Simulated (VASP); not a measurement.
A calculation with VASP 6.6.1 of MoS2 (native input, structure from a POSCAR):

The input INCAR:

```
SYSTEM = MoS2
ALGO = Fast ; EDIFF = 1E-6
ENCUT = 500 ; GGA = PS
ISIF = 2 ; ISMEAR = 0
LASPH = .True. ; LCHARG = .True.
LELF = .True. ; LREAL = .False.
LVHAR = .True. ; LWAVE = .False.
NELM = 100 ; PREC = Accurate
SIGMA = 0.1
```

Contents of KPOINTS:

```
k-points
0
Gamma
  10 10 10
  0 0 0
```

POSCAR

```
MoS2
1.0
    1.5855000000      0.9153888518      6.1149966667
   -1.5855000000      0.9153888518      6.1149966667
    0.0000000000     -1.8307777036      6.1149966667
Mo S
1 2
Cartesian
    0.0000000000      0.0000000000      0.0000000000
    0.0000000000      0.0000000000      4.5862475000
    0.0000000000      0.0000000000     13.7587425001
```

Potentials or basis: VASP PAW PBE potentials, release 64 (Mo, S).

Command:

```sh
$ cat potpaw_PBE.64/Mo/POTCAR potpaw_PBE.64/S/POTCAR > POTCAR
$ mpirun -np 1 vasp_std > vasp.out
```

Measurements of this composition are mostly on another form, of space group No. 194.

Problem. Write the same calculation in another form: ASE script, structure typed inline.

Solution. As run:

The input run.py:

```python
from ase import Atoms
from ase.calculators.vasp import Vasp
from ase.dft.bandgap import bandgap

atoms = Atoms(
    ['Mo', 'S', 'S'],
    cell=[[1.5855, 0.9153888518, 6.1149966667], [-1.5855, 0.9153888518, 6.1149966667], [0.0, -1.8307777036, 6.1149966667]],
    scaled_positions=[[0.0, 0.0, 0.0], [0.25, 0.25, 0.25], [0.75, 0.75, 0.75]],
    pbc=True,
)
calc = Vasp(
    directory='calc',
    xc='pbesol',
    pp='PBE',
    setups='minimal',
    prec='Accurate',
    encut=500,
    ediff=1e-06,
    ismear=0,
    sigma=0.1,
    lreal=False,
    lasph=True,
    nelm=60,
    algo='Normal',
    isif=2,
    lwave=False,
    lcharg=False,
    kpts=[10, 10, 10],
    gamma=True,
    nbands=16,
)
atoms.calc = calc

print('energy (eV):', atoms.get_potential_energy())
print('free energy (eV):', atoms.get_potential_energy(force_consistent=True))
print('forces (eV/A):')
print(atoms.get_forces())
print('stress (eV/A^3, Voigt):', atoms.get_stress())
print('Fermi level (eV):', calc.get_fermi_level())
gap, top, bottom = bandgap(calc)
print('band gap (eV):', gap, 'from (spin, k, band)', top, 'to', bottom)
```

Potentials or basis: VASP PAW PBE potentials, release 64 (Mo, S).

The run is started by

```sh
$ python run.py
```

Both were run:

|  | native input, structure from a POSCAR | ASE script, structure typed inline |
| --- | --- | --- |
| Pressure | 3.2 GPa | 3.2 GPa |
| Largest force | 0.852 eV/Å | 0.854 eV/Å |
| Band gap on the k mesh | none (metal or under the smearing width) | none (metal or under the smearing width) |

Keys that steer only the numerical path or the files written may differ.

Caveat: the PAW data sets were made with another functional, which shifts forces and pressure a little; the cell's inner coordinates are idealised or old, which leaves forces on the atoms.
